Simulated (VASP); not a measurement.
# Settings for Nb: self-consistent run

Nb, Im-3m (no. 229), 1 atom in the cell. LDA; PAW potentials Nb_sv (LDA set). VASP 6.6.1.

Wanted: energy within 0.2 meV/atom; Fermi level within 0.005 eV.

What the run is for: comparing ways to start; Accuracy asked: tight.

POSCAR:
```
Nb
1.0
   -1.6639500000      1.6639500000      1.6639500000
    1.6639500000     -1.6639500000      1.6639500000
    1.6639500000      1.6639500000     -1.6639500000
Nb
1
Direct
    0.0000000000      0.0000000000      0.0000000000
```

## How the run starts (with a second run first, the time holds both)

| How the run starts (with a second run first, the time holds both) | Energy less reference (meV/atom) | Fermi level (eV) | Time (s) |
|---|---|---|---|
| from scratch: 12 SCF iterations | 0.00 | 10.6824 | 14 |
| density of a coarse mesh (ICHARG 1): 12 + 9 SCF iterations | 0.00 | 10.6823 | 15 |
| orbitals of a lower cutoff (ISTART 1): 11 + 6 SCF iterations | 0.00 | 10.6823 | 19 |
| orbitals of a loose run: 9 + 3 SCF iterations | 0.00 | 10.6824 | 16 |

Chosen: from scratch: 12 SCF iterations; no other choice that stays within half of the tolerance saves 30 % of the time.

The chosen settings are those of the reference run.

## The input

INCAR:
```
SYSTEM = Nb
ALGO = Normal
EDIFF = 1E-6
ENCUT = 400
GGA = CA
GGA_COMPAT = .False.
ISIF = 2
ISMEAR = 1
LASPH = .True.
LCHARG = .False.
LREAL = .False.
LWAVE = .False.
NELM = 120
PREC = Accurate
SIGMA = 0.1
```

KPOINTS:
```
k-points
0
Gamma
  14 14 14
```

Commands:
```
cat potpaw_LDA.64/Nb_sv/POTCAR > POTCAR
mpirun -np 1 vasp_std > vasp.out
```

The chosen input took VASP 6.6.1 14 s on 1 core (AMD EPYC 7R43 (Zen 3)), a shared host.

## An input that fails: restart asked without its files

VASP's message: ERROR: charge density could not be read from file CHGCAR for ICHARG>10.

Changes against the starting input:
```
- NELM = 120
+ NELM = 60
+ ICHARG = 11
```
